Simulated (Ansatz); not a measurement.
# SiC: zone-centre modes at 5 GPa

Method: DFT PBE, scalar-relativistic, plane waves, PAW (Ansatz 0.2.0). Plane waves to 420 eV; Γ-centred k mesh 12×12×6; fixed occupations. No spin polarisation. Phonons by linear response, acoustic sum rule imposed.

The cell, relaxed at 5 GPa:
```yaml
crystal:
  lattice:
    - [3.06909, 0.00000, 0.00000]
    - [-1.53454, 2.65791, 0.00000]
    - [0.00000, 0.00000, 5.03592]
  atoms:
    - { symbol: Si, position: [0.33333, 0.66667, 0.00460] }
    - { symbol: Si, position: [0.66667, 0.33333, 0.50460] }
    - { symbol: C, position: [0.33333, 0.66667, 0.38040] }
    - { symbol: C, position: [0.66667, 0.33333, 0.88040] }
```

Optical modes at Γ (transverse, no macroscopic field); i marks an imaginary frequency:
```csv
frequency (cm⁻¹),degeneracy,IR intensity of the level ((D/Å)²/amu)
256,2,0.00
597,1,0.00
765,2,0.00
769,1,45.57
798,2,78.85
836,1,0.00
```

All 9 optical modes at Γ are real: no displacement of atoms at fixed cell lowers the energy to second order. Strains and modes at other wave vectors aren't tested by this run.

```
Electronic dielectric constant ε∞ (principal values) : 6.89, 6.89, 7.26
Static dielectric constant ε0 (principal values)     : 10.1, 10.1, 11.3
Refractive index √ε∞, mean                           : 2.65
Kohn–Sham gap on the mesh                            : 2.27 eV
Cost                                                 : 89 s on 1 thread of Intel(R) Xeon(R) Platinum 8375C CPU @ 2.90GHz (Ice Lake), on a shared host, peak memory 0.82 GiB
```

Born effective charges (e):
```json
{"atom": "Si (atom 1)", "Z*xx": "2.68", "Z*yy": "2.68", "Z*zz": "2.88", "mean": "2.75"}
{"atom": "C (atom 3)", "Z*xx": "-2.68", "Z*yy": "-2.68", "Z*zz": "-2.88", "mean": "-2.75"}
```